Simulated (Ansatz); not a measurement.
# SbPt (P6_3/mmc) in Ansatz: further runs

One crystal, SbPt, is run at these levels: LDA+U; tasks: relaxation of cell and atoms.

Everything below comes from runs of Ansatz 0.2.0. Logs are shortened: lines on timing, memory, paths and dates and some standing lists are left out, and cuts for length are marked.

## Step 1: Starting point

Symmetry: P6_3/mmc, No. 194, hexagonal system. Conventional cell: a = 4.120 Å, b = 4.120 Å, c = 5.470 Å, α = 90.00°, β = 90.00°, γ = 120.00°. Around Pt (site symmetry -3m) lie 2 Pt at 2.73 Å and 6 Sb at 2.74 Å. Sb (site symmetry -6m2) is surrounded by 6 Pt at 2.74 Å.

## Step 2: Relaxation of cell and atoms, LDA+U

input.yaml reads:

```yaml
crystal:
  lattice:
    - [4.12, 0.0, 0.0]
    - [-2.06, 3.5680246636, 0.0]
    - [0.0, 0.0, 5.47]
  atoms:
    - { symbol: Pt, position: [0.0, 0.0, 0.5] }
    - { symbol: Pt, position: [0.0, 0.0, 0.0] }
    - { symbol: Sb, position: [0.6666666667, 0.3333333333, 0.75] }
    - { symbol: Sb, position: [0.3333333333, 0.6666666667, 0.25] }
hamiltonian:
  xc: lda
  pseudopotentials: { kind: paw }
  hubbard: { sites: [{ species: Pt, l: d, u_eff: 2.0 }] }
kpoints:
  mp_grid: { grid: [8, 8, 5] }
scf:
  occupations: { method: fermi_dirac, width: 0.05 }
output:
  forces: true
  stress: true
  eigenvalues: true
relax:
  f_tol: 0.01
  max_steps: 40
  cell: { stress_tol: 0.05 }
```

Potentials or basis: Ansatz PAW.

Command:

```console
$ ansatz run input.yaml --threads 2 --pin off --max-ram 5632MiB --backend cpu --events-out ev --progress --plain --runs-dir out
```

The log of the run:

```text
Warning: RAYON_NUM_THREADS=2 ignored (pool sized by the plan → 2); use --threads N
Pt: projections on atomic orbitals take those of the free atom [Kr 4d10 4f14] 5s2 5p6 5d9 6s1, of charge +0.00 (hamiltonian.pseudopotentials.projection_atoms); the dataset's partial waves leave at most 9.1e-5 of an orbital's norm unspanned inside its sphere
Sb: projections on atomic orbitals take those of the free atom [Kr] 4d10 5s2 5p3, of charge +0.00 (hamiltonian.pseudopotentials.projection_atoms); the dataset's partial waves leave at most 3.6e-6 of an orbital's norm unspanned inside its sphere
Engine: ansatz 0.2.0, aarch64-unknown-linux-gnu
Pseudopotentials: kind: paw
Pseudopotential: Pt, paw, valence charge 18, recommended cutoff 420 eV (normal), Pt.paw.azcp
Pseudopotential: Sb, paw, valence charge 15, recommended cutoff 420 eV (normal), Sb.paw.azcp
Functional definition: SPW92
  exchange = slater_x
  correlation = pw_c
Crystal: 4 atoms, lattice volume = 80.410 Å³
Basis set: ecut = 420 eV, 1567 PW (Γ)
Bands: 40, of which v1, the nominal top of the filled ones, is band 33 counted from 1 (32 counted from 0)
Symmetry: 24 space group operations
Space group: P63/mmc (ITA 194), of the structure as read, at distance tolerance 4.3e-5 Å
k-points: 30 of 320
Non-local potential: Pt, projectors of the file, l = 0: 3, l = 1: 2, l = 2: 2, l = 3: 1
Non-local potential: Sb, projectors of the file, l = 0: 2, l = 1: 2, l = 2: 2, l = 3: 2
PAW form: soft (Blöchl's): semilocal exchange-correlation on the pseudo side does not see the compensation charge
PAW frozen core: Pt, regenerated for the run's functional, and the local potential with it (the file was generated under x = pbe(κ = 0.804, μ = 0.2195149727645171), c = pbe(β = 0.06672455060314922))
PAW frozen core: Sb, regenerated for the run's functional, and the local potential with it (the file was generated under x = pbe(κ = 0.804, μ = 0.2195149727645171), c = pbe(β = 0.06672455060314922))
PAW one-centre angular grid: Pt, 590 points (default); XC on 64 Gauss nodes
PAW one-centre angular grid: Sb, 590 points (default); XC on 64 Gauss nodes
Initial density: superposition of atomic densities (chi_scale 0.1, normalization cell, long waves of neutral atoms under a Hubbard term (reshape's long-wave potential 0.00 eV rms, cloud 2.75 Å wide))
Initial wavefunctions: pseudopotential atomic-orbital guess
Functional: x = slater, c = lda
SCF iter   1: F=—  HF=-37162.473045 eV  |F-HF|=—  |Δ(HF+E_count)|=         —  Δρ=6.51e-2  dr2=3.69e0  ethr=3.10e-3  ⟨swp⟩=6.6  Hψ=4737  notcnv=0  defer=1
preconditioner: auto → Kerker (q_TF=auto, 2.640 Å⁻¹)  [metal: Δε(μ)=0.058 eV  Ē_g=8.857 eV  σ=0.050 eV  W_gap=0.28  n_scr=22 (ndim 8)  ℏωp=22.7 eV  f_vac=0.000  D(μ)=3.13/eV (n_scr^D=22)]
SCF iter   2: F=—  HF=-37161.672826 eV  |F-HF|=—  |Δ(HF+E_count)|=   8.00e-1  Δρ=2.07e-2  dr2=2.27e-1  ethr=3.10e-3  ⟨swp⟩=2.0  Hψ=1951  notcnv=0  defer=44
SCF iter   3: F=—  HF=-37161.653520 eV  |F-HF|=—  |Δ(HF+E_count)|=   1.93e-2  Δρ=8.64e-3  dr2=4.74e-2  ethr=3.43e-4  ⟨swp⟩=2.0  Hψ=1689  notcnv=0  defer=44
SCF iter   4: F=—  HF=-37161.651382 eV  |F-HF|=—  |Δ(HF+E_count)|=   2.14e-3  Δρ=2.08e-3  dr2=4.83e-3  ethr=7.18e-5  ⟨swp⟩=1.8  Hψ=1256  notcnv=0  defer=44
SCF iter   5: F=—  HF=-37161.650595 eV  |F-HF|=—  |Δ(HF+E_count)|=   7.87e-4  Δρ=5.54e-4  dr2=3.76e-4  ethr=7.31e-6  ⟨swp⟩=2.1  Hψ=1618  notcnv=0  defer=44
SCF iter   6: F=—  HF=-37161.650518 eV  |F-HF|=—  |Δ(HF+E_count)|=   7.74e-5  Δρ=2.40e-4  dr2=6.54e-5  ethr=5.70e-7  ⟨swp⟩=2.0  Hψ=1873  notcnv=0  defer=44
SCF iter   7: F=—  HF=-37161.650527 eV  |F-HF|=—  |Δ(HF+E_count)|=   9.50e-6  Δρ=5.29e-5  dr2=3.54e-6  ethr=9.91e-8  ⟨swp⟩=2.1  Hψ=1521  notcnv=0  defer=44
SCF iter   8: F=-37161.650527 eV  HF=-37161.650527 eV  |F-HF|=3.88e-8  |Δ(HF+E_count)|=   3.31e-7  Δρ=8.41e-6  dr2=6.99e-8  ethr=1.52e-10  ⟨swp⟩=8.5  Hψ=5991  notcnv=0
SCF 1 converged in 8 iterations: F = -37161.650527 eV  dr2 = 6.99e-8
relax step   1: F+E_penalty+E_count = -37161.65052684 eV  Δ(F+E_penalty+E_count) = +0.000e0 eV  max|allowed force component| = 3.238e-17 eV/Å  Δτ_max = 0.0000 Å  P = +0.846 GPa  Ω = 80.410 Å³  (8 SCF iters, dr2 threshold 1.00e-7 eV, accepted)
Crystal: 4 atoms, lattice volume = 81.707 Å³
Basis set: ecut = 420 eV, 1579 PW (Γ)
Initial density: handed on by an earlier stage of this run
Initial wavefunctions: those handed on with the density
iter 1 solved again at ethr=3.21e-6 eV; its pass at ethr=3.10e-3 eV (dr2=2.12e-3 eV) is discarded
SCF iter   1: F=—  HF=-37161.648118 eV  |F-HF|=—  |Δ(HF+E_count)|=         —  Δρ=1.43e-3  dr2=2.29e-3  ethr=3.21e-6  ⟨swp⟩=2.0  Hψ=5501  notcnv=0
preconditioner: auto → LDOS  [metal: Δε(μ)=0.041 eV  Ē_g=18.739 eV  σ=0.050 eV  W_gap=0.20  n_scr=22 (ndim 8)  ℏωp=29.0 eV  f_vac=0.017  D(μ)=2.59/eV (n_scr^D=22)  β→1.0]
SCF iter   2: F=—  HF=-37161.647627 eV  |F-HF|=—  |Δ(HF+E_count)|=   4.91e-4  Δρ=3.95e-4  dr2=5.77e-5  ethr=3.21e-6  ⟨swp⟩=2.0  Hψ=1515  notcnv=0
SCF iter   3: F=—  HF=-37161.647654 eV  |F-HF|=—  |Δ(HF+E_count)|=   2.72e-5  Δρ=1.01e-4  dr2=5.08e-6  ethr=8.75e-8  ⟨swp⟩=2.0  Hψ=1965  notcnv=0
SCF iter   4: F=—  HF=-37161.647653 eV  |F-HF|=—  |Δ(HF+E_count)|=   1.84e-6  Δρ=3.36e-5  dr2=4.08e-7  ethr=7.69e-9  ⟨swp⟩=2.0  Hψ=2190  notcnv=0
SCF iter   5: F=-37161.647652 eV  HF=-37161.647652 eV  |F-HF|=6.59e-8  |Δ(HF+E_count)|=   2.82e-7  Δρ=9.26e-6  dr2=8.55e-8  ethr=6.06e-10  ⟨swp⟩=5.1  Hψ=4544  notcnv=0
SCF 2 converged in 5 iterations: F = -37161.647652 eV  dr2 = 8.55e-8
relax step   2: F+E_penalty+E_count = -37161.64765216 eV  Δ(F+E_penalty+E_count) = +2.875e-3 eV  max|allowed force component| = 1.850e-17 eV/Å  Δτ_max = 0.0000 Å  P = -1.414 GPa  Ω = 81.707 Å³  energy of the carried Pulay correction = -4.879e-4 eV  (5 SCF iters, dr2 threshold 4.00e-7 eV, rejected (line search))
Crystal: 4 atoms, lattice volume = 80.895 Å³
iter 1 solved again at ethr=1.39e-6 eV; its pass at ethr=3.10e-3 eV (dr2=9.14e-4 eV) is discarded
SCF iter   1: F=—  HF=-37161.651771 eV  |F-HF|=—  |Δ(HF+E_count)|=         —  Δρ=8.79e-4  dr2=8.45e-4  ethr=1.39e-6  ⟨swp⟩=1.8  Hψ=5410  notcnv=0
preconditioner: auto → LDOS  [metal: Δε(μ)=0.016 eV  Ē_g=18.804 eV  σ=0.050 eV  W_gap=0.08  n_scr=22 (ndim 8)  ℏωp=29.2 eV  f_vac=0.014  D(μ)=2.77/eV (n_scr^D=22)  β→1.0]
SCF iter   2: F=—  HF=-37161.651594 eV  |F-HF|=—  |Δ(HF+E_count)|=   1.78e-4  Δρ=2.44e-4  dr2=2.61e-5  ethr=1.28e-6  ⟨swp⟩=2.0  Hψ=1475  notcnv=0
SCF iter   3: F=—  HF=-37161.651598 eV  |F-HF|=—  |Δ(HF+E_count)|=   3.67e-6  Δρ=6.75e-5  dr2=2.27e-6  ethr=3.95e-8  ⟨swp⟩=2.0  Hψ=1974  notcnv=0
SCF iter   4: F=—  HF=-37161.651603 eV  |F-HF|=—  |Δ(HF+E_count)|=   5.02e-6  Δρ=2.25e-5  dr2=1.76e-7  ethr=3.43e-9  ⟨swp⟩=2.0  Hψ=2190  notcnv=0
SCF iter   5: F=—  HF=-37161.651602 eV  |F-HF|=—  |Δ(HF+E_count)|=   1.33e-7  Δρ=6.21e-6  dr2=4.19e-8  ethr=2.66e-10  ⟨swp⟩=2.0  Hψ=1949  notcnv=0
SCF iter   6: F=—  HF=-37161.651602 eV  |F-HF|=—  |Δ(HF+E_count)|=   9.06e-9  Δρ=1.27e-6  dr2=1.06e-9  ethr=6.35e-11  ⟨swp⟩=2.4  Hψ=1801  notcnv=0
SCF iter   7: F=—  HF=-37161.651602 eV  |F-HF|=—  |Δ(HF+E_count)|=  3.13e-10  Δρ=2.48e-7  dr2=4.10e-11  ethr=1.61e-12  ⟨swp⟩=2.0  Hψ=1649  notcnv=0
SCF iter   8: F=-37161.651602 eV  HF=-37161.651602 eV  |F-HF|=7.28e-12  |Δ(HF+E_count)|=    0.00e0  Δρ=3.59e-8  dr2=1.03e-12  ethr=1.00e-12  ⟨swp⟩=4.0  Hψ=3693  notcnv=0
SCF 3 converged in 8 iterations: F = -37161.651602 eV  dr2 = 1.03e-12
relax step   3: F+E_penalty+E_count = -37161.65160240 eV  Δ(F+E_penalty+E_count) = -1.076e-3 eV  max|allowed force component| = 3.238e-17 eV/Å  Δτ_max = 0.0000 Å  P = -0.015 GPa  Ω = 80.895 Å³  energy of the carried Pulay correction = -1.835e-4 eV  (8 SCF iters, accepted)
Initial wavefunctions: pseudopotential atomic-orbital guess (no wavefunctions were taken with the density)
iter 1 solved again at ethr=4.88e-8 eV; its pass at ethr=3.10e-3 eV (dr2=3.22e-5 eV) is discarded
SCF iter   1: F=—  HF=-37161.651781 eV  |F-HF|=—  |Δ(HF+E_count)|=         —  Δρ=4.14e-5  dr2=3.70e-8  ethr=4.88e-8  ⟨swp⟩=4.4  Hψ=8251  notcnv=0
preconditioner: auto → LDOS  [metal: Δε(μ)=0.016 eV  Ē_g=18.803 eV  σ=0.050 eV  W_gap=0.08  n_scr=22 (ndim 8)  ℏωp=29.2 eV  f_vac=0.015  D(μ)=2.75/eV (n_scr^D=22)  β→1.0]
SCF iter   2: F=—  HF=-37161.651779 eV  |F-HF|=—  |Δ(HF+E_count)|=   2.38e-6  Δρ=1.16e-6  dr2=7.18e-10  ethr=5.61e-11  ⟨swp⟩=2.1  Hψ=2163  notcnv=0
SCF iter   3: F=—  HF=-37161.651779 eV  |F-HF|=—  |Δ(HF+E_count)|=  1.38e-10  Δρ=3.65e-7  dr2=7.02e-11  ethr=1.00e-12  ⟨swp⟩=6.7  Hψ=5429  notcnv=0
SCF iter   4: F=-37161.651779 eV  HF=-37161.651779 eV  |F-HF|=0.00e0  |Δ(HF+E_count)|=  2.18e-11  Δρ=1.15e-7  dr2=3.90e-12  ethr=1.00e-12  ⟨swp⟩=4.2  Hψ=3682  notcnv=0
SCF 4 converged in 4 iterations: F = -37161.651779 eV  dr2 = 3.90e-12
relax step   4: F+E_penalty+E_count = -37161.65177888 eV  Δ(F+E_penalty+E_count) = -1.765e-4 eV  max|allowed force component| = 3.701e-17 eV/Å  Δτ_max = 0.0000 Å  P = -0.017 GPa  Ω = 80.895 Å³  stress off target by 2.70e-2 GPa  SCF on the basis re-selected at this cell (its energy is not comparable with the rows above)  (4 SCF iters)
basis re-selected at this cell: Δ(F+E_penalty+E_count) = -1.765e-4 eV, ΔP = -0.002 GPa vs the last step (what re-selecting the basis moved, of the pressure what is left beyond the Pulay correction that the steps carried, after the strain that the cell walked since its last selection, with what the two solves' SCF thresholds leave and, on support functions, any second-order correction that the steps lacked; it is no measure of the basis error at this ecutwfc). This SCF's stress stands 2.70e-2 GPa from its target on what of the cell is left free (relax.cell.stress_tol is 5.00e-2 GPa) and its largest allowed force component is 3.70e-17 eV/Å (relax.f_tol is 1.00e-2 eV/Å): within both
SCF converged after 4 iterations
Free energy (F): -37161.651779 eV
Harris-Foulkes:  -37161.651779 eV  (|F-HF|=0.00e0)
Internal energy: -37161.630630 eV  (E = F + TS)
E sigma→0 (E₀):  -37161.641204 eV
Entropy (-TS):   -0.021149 eV (-5.287 meV/atom)
Fermi energy:    16.276341 eV
--- Per-component energies (eV) ---
  E_band       = -684.545486
  E_kinetic    = 1704.893877
  E_local      = -6705.954102  (includes V_loc(G=0)·N_el)
  E_nonlocal   = 1151.149933
  E_hartree    = 2787.279948
  E_xc         = -800.385284
  E_vxc        = -805.320626  (∫ρ·V_xc dr)
  E_hubbard    = 1.537565  (on-site DFT+U / exact-exchange correction)
  E_vhub       = -15.184258  (the Hubbard potential's part of the band-sum identity)
  E_paw        = -27213.618443  (= ΣΔE_a)
  E_vpaw       = -1588.690484  (= ΣTr[D̂ρ^β])
  E_aug_tail   = 0.000353  (compensation charges beyond the density's cutoff)
  E_ewald      = -8088.579863
  E_core_change = 2.045386  (= ΣΔE_core)
  E_smearing   = -0.021149  (= −TS)
  E_closure    = 0.000000  (closes the sum)
  Σ components = -37161.651779   (vs F -37161.651779, Δ=0.00e0)
--- Forces (eV/Å), atoms counted from 1 ---
  atom   1  Pt    -0.00000000    -0.00000000     0.00000000
  atom   2  Pt    -0.00000000    -0.00000000    -0.00000000
  atom   3  Sb    -0.00000000     0.00000000    -0.00000000
  atom   4  Sb     0.00000000    -0.00000000     0.00000000
  max |Σ_I F_I| component: 2.31e-18 eV/Å
--- Stress (GPa, compression-positive) ---
       -0.011382       0.000000       0.000000
        0.000000      -0.011382       0.000000
        0.000000       0.000000      -0.026960
  P = ⅓ Tr σ = -0.0166 GPa (-0.166 kbar)
--- Band table (eV; the first three rows and the last of 30) ---
  k-point 0: bands = ["-82.0491", "-82.0356", "-36.4142", "-36.2223", "-36.2223", "-36.1935", "-36.1935", "-36.1185", "-13.0767", "-13.0767", "-13.0647", "-13.0647", "-13.0560", "-13.0560", "-13.0471", "-13.0428", "-13.0363", "-13.0363", "3.4299", "7.2981", "9.2599", "10.0041", "10.0483", "10.0483", "11.3016", "11.3016", "12.2820", "12.2820", "13.7375", "13.7375", "16.3526", "16.3526", "16.8845", "18.6812", "18.8665", "19.9630", "19.9630", "20.1451", "21.8287", "21.8287"]
  k-point 1: bands = ["-82.0475", "-82.0365", "-36.3871", "-36.2196", "-36.2196", "-36.1963", "-36.1963", "-36.1477", "-13.0740", "-13.0740", "-13.0647", "-13.0647", "-13.0556", "-13.0556", "-13.0467", "-13.0432", "-13.0394", "-13.0394", "3.6393", "6.4247", "10.2203", "10.2203", "10.2298", "10.3029", "11.4408", "11.4408", "12.0258", "12.0258", "13.2446", "13.2446", "15.9367", "16.9980", "16.9980", "17.4458", "19.6513", "19.7821", "19.7821", "21.0322", "22.0002", "22.0002"]
  k-point 2: bands = ["-82.0436", "-82.0394", "-36.3147", "-36.2232", "-36.2125", "-36.2125", "-36.2036", "-36.2036", "-13.0685", "-13.0685", "-13.0653", "-13.0653", "-13.0533", "-13.0533", "-13.0467", "-13.0467", "-13.0455", "-13.0442", "4.2501", "5.2139", "10.7065", "10.7065", "11.0418", "11.3347", "11.3935", "11.3935", "11.8431", "11.8431", "12.4689", "12.4689", "14.9597", "15.7459", "18.1646", "18.1646", "19.1833", "19.1833", "20.9874", "21.9137", "22.4508", "22.4508"]
  k-point 29: bands = ["-82.0437", "-82.0394", "-36.3144", "-36.2231", "-36.2145", "-36.2139", "-36.2055", "-36.2049", "-13.0662", "-13.0633", "-13.0631", "-13.0586", "-13.0564", "-13.0555", "-13.0517", "-13.0483", "-13.0338", "-13.0336", "5.9651", "5.9762", "9.6692", "10.0948", "10.3889", "11.0235", "11.4418", "11.6717", "12.0034", "12.3479", "12.3984", "12.6938", "13.5579", "13.8493", "14.3772", "14.9955", "19.6021", "20.1406", "21.4593", "21.9705", "23.0472", "23.9132"]
Occupation matrices written to <dir>
--- Relaxed structure (3 steps of the walk, 2 accepted, 1 SCFs on fresh bases) ---
  F+E_penalty+E_count = -37161.65177888 eV   max|allowed force component| = 3.701e-17 eV/Å   (the final SCF, on the basis selected at the relaxed cell)
  cell:  # Å, volume = 80.8955 Å³
    - [4.129631023118578, -1.9609309231455016e-33, -2.451163653931877e-34]
    - [-2.064815511559289, 3.576365374277011, 1.2255818269659385e-34]
    - [-3.2543362104349806e-34, 0.0, 5.477357663219283]
  atoms:
    - { symbol: Pt, position: [5.831409433780026e-35, 5.451339333513293e-35, 0.49999999999999994] }
    - { symbol: Pt, position: [5.843204380150799e-35, 5.377541992012067e-35, 7.335199361621099e-37] }
    - { symbol: Sb, position: [0.6666666666666666, 0.33333333333333326, 0.75] }
    - { symbol: Sb, position: [0.33333333333333326, 0.6666666666666665, 0.24999999999999997] }
```

Run time: 14 s. Hardware: 2 threads of Arm Neoverse V1, shared host; peak memory 0.45 GiB.

What came out:

```
Free energy                            : -37161.6518 eV
Relaxed volume                         : 20.22 Å³/atom
Relaxed cell                           : a = 4.130 Å, b = 4.130 Å, c = 5.477 Å, α = 90.00°, β = 90.00°, γ = 120.00°
Space group after relaxing (to 0.05 Å) : P6_3/mmc (No. 194)
Energy gained by relaxing              : 0.3 meV/atom
Ionic steps                            : 3
Pressure after relaxing                : 0.0 GPa
Band gap on the k mesh                 : none (metal or under the smearing width)
```

The path:
| step | energy change (eV) | largest force (eV/Å) | volume (Å³) |
| --- | --- | --- | --- |
| 1 | 0.0000 | 0.0000 | 80.41 |
| 2 | -0.0011 | 0.0000 | 80.90 |
| 3 | -0.0013 | 0.0000 | 80.90 |

Final structure:
```cif
data_structure
_symmetry_space_group_name_H-M 'P 1'
_symmetry_Int_Tables_number 1
_cell_length_a 4.1296
_cell_length_b 4.1296
_cell_length_c 5.4774
_cell_angle_alpha 90.000
_cell_angle_beta 90.000
_cell_angle_gamma 120.000
_cell_volume 80.90
loop_
_atom_site_label
_atom_site_type_symbol
_atom_site_fract_x
_atom_site_fract_y
_atom_site_fract_z
_atom_site_occupancy
Pt1 Pt 0.00000 0.00000 0.50000 1
Pt2 Pt 0.00000 0.00000 0.00000 1
Sb1 Sb 0.66667 0.33333 0.75000 1
Sb2 Sb 0.33333 0.66667 0.25000 1
```

Levels at points of the mesh, in eV from the Fermi level:
```csv
k point,band 29,band 30,band 31,band 32,band 33,band 34,band 35,band 36,band 37,band 38
"(0.00, 0.00, 0.00)",-2.54,-2.54,0.08,0.08,0.61,2.40,2.59,3.69,3.69,3.87
"(0.00, -0.50, 0.00)",-3.09,-2.95,-2.78,-2.74,-2.54,-0.69,1.95,4.46,4.51,4.56
```

Eigenvalues of the final occupation matrices:
```
  site  spin  trace               eigenvalues
site 1     1   4.56  0.86 0.86 0.91 0.97 0.97
site 2     1   4.56  0.86 0.86 0.91 0.97 0.97
```

Caveat: the plane-wave basis is chosen anew once the cell has moved, so the energies of steps on either side of that aren't comparable; U without spin polarisation on a metal has little footing; the PAW data sets come from PBE, with cores solved anew for the run's functional, which leaves a small shift of forces and pressure; the U is typed as a test and isn't derived for this compound.

## Step 3: Relaxation of cell and atoms, LDA+U

input.yaml: that of step 2 with these lines changed.

```diff
@@ -13,3 +13,3 @@
   pseudopotentials: { kind: paw }
-  hubbard: { sites: [{ species: Pt, l: d, u_eff: 2.0 }] }
+  hubbard: { sites: [{ species: Pt, l: d, u_eff: 3.0 }] }
 kpoints:
```

Potentials or basis: Ansatz PAW.

Command:

```console
$ ansatz run input.yaml --threads 2 --pin off --max-ram 5632MiB --backend cpu --events-out ev --progress --plain --runs-dir out
```

Wall time 14 s (2 threads of Arm Neoverse V1, shared host); peak memory 0.45 GiB.

Results (log left out):

| Item | Value |
| --- | --- |
| Free energy | -37160.8989 eV |
| Relaxed volume | 20.24 Å³/atom |
| Relaxed cell | a = 4.125 Å, b = 4.125 Å, c = 5.493 Å, α = 90.00°, β = 90.00°, γ = 120.00° |
| Space group after relaxing (to 0.05 Å) | P6_3/mmc (No. 194) |
| Energy gained by relaxing | 0.5 meV/atom |
| Ionic steps | 3 |
| Pressure after relaxing | 0.0 GPa |
| Band gap on the k mesh | none (metal or under the smearing width) |

The path:
| step | energy change (eV) | largest force (eV/Å) | volume (Å³) |
| --- | --- | --- | --- |
| 1 | 0.0000 | 0.0000 | 80.41 |
| 2 | -0.0016 | 0.0000 | 80.95 |
| 3 | -0.0018 | 0.0000 | 80.95 |

Final structure:
```
Pt Sb
1.0
     4.12521    0.00000    0.00000
    -2.06261    3.57254    0.00000
     0.00000    0.00000    5.49286
Pt Sb
2 2
Direct
  0.00000 0.00000 0.50000
  0.00000 0.00000 0.00000
  0.66667 0.33333 0.75000
  0.33333 0.66667 0.25000
```

Levels at points of the mesh, in eV from the Fermi level:
```
            k point  band 31  band 32  band 33  band 34  band 35  band 36
 (0.00, 0.00, 0.00)     0.16     0.16     0.47     2.44     2.69     3.72
(0.00, -0.50, 0.00)    -2.98    -2.76    -2.69    -0.71     1.92     4.49
```

Eigenvalues of the final occupation matrices:
```
  site  spin  trace               eigenvalues
site 1     1   4.58  0.86 0.86 0.92 0.97 0.97
site 2     1   4.58  0.86 0.86 0.92 0.97 0.97
```

Caveat: the plane-wave basis is chosen anew once the cell has moved, so the energies of steps on either side of that aren't comparable; U without spin polarisation on a metal has little footing; the PAW data sets come from PBE, with cores solved anew for the run's functional, which leaves a small shift of forces and pressure; the U is typed as a test and isn't derived for this compound.
